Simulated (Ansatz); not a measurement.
The system is Ba.

```
Ba
1.0
     0.00000    3.23267    3.23267
     3.23267    0.00000    3.23267
     3.23267    3.23267    0.00000
Ba
1
Direct
  0.00000 0.00000 0.00000
```

This isn't the form of Ba at room conditions, which is bcc.

```yaml
Program: Ansatz 0.2.0
Task: single point
Functional: PBE
Potentials_or_basis: all-electron LAPW, scalar-relativistic
Cutoff: 65 eV (chosen from the basis error)
Basis_error_allowed: 0.001 eV/atom
k_mesh: 7 × 7 × 7
Occupations: fermi-dirac, width 0.05 eV
Spin: no spin polarisation
```

On this cell: pressure -0.3 GPa; band gap on the k mesh none (metal or under the smearing width).

The same run follows on a disturbed copy (cell strained at random at fixed volume):

```
Ba
1.0
     0.03420    3.27748    3.27155
     3.18311    0.03534    3.27040
     3.19681    3.29003    0.02165
Ba
1
Direct
  0.00542 0.99204 0.00059
```

Question: What changes?

Answer: The energy (extrapolated to zero smearing) moves by +0.8 meV/atom; pressure -0.3 GPa; band gap on the k mesh none (metal or under the smearing width).

Stress tensor (GPa, compression positive):
```
-0.32 -0.15 -0.07
-0.15 -0.36 -0.06
-0.07 -0.06 -0.35
```
